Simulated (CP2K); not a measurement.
Bi2Se3 (Paraguanajuatite):

```
Bi Se
1.0
     4.14300    0.00000    0.00000
    -2.07150    3.58794    0.00000
    -2.07150   -1.19598    9.54533
Bi Se
2 3
Direct
  0.19840 0.59920 0.79760
  0.80160 0.40080 0.20240
  0.57660 0.78830 0.36490
  0.42340 0.21170 0.63510
  0.00000 0.00000 0.00000
```

Base run:

```yaml
Program: CP2K 2026.2
Functional: PBEsol
Dispersion: rVV10
Potentials_or_basis: POTENTIAL_UZH Bi GTH-PBE-q5, Se GTH-PBE-q6; DZVP-MOLOPT-PBE-GTH basis
Density_cutoff: 6123 eV
k_mesh: 8 × 8 × 8
Occupations: fermi-dirac, width 0.05 eV
Spin: no spin polarisation
```

Its results: band gap on the k mesh 0.09 eV, direct; pressure 1.6 GPa; largest force 0.441 eV/Å.

Task: The run is repeated on the same cell with these changes: dispersion from rVV10 to D3(BJ)+ATM. What comes out?

Result: Band gap on the k mesh 0.10 eV, direct; pressure -0.2 GPa; largest force 0.411 eV/Å.

Caveats: the potentials were made for another functional, which shifts forces and pressure; spin-orbit coupling is left out, which as a rule narrows the gap of such compounds by several tenths of an eV; the basis of atomic orbitals isn't converged, which shifts pressures, moduli and gaps.

A k mesh can miss the band edges.
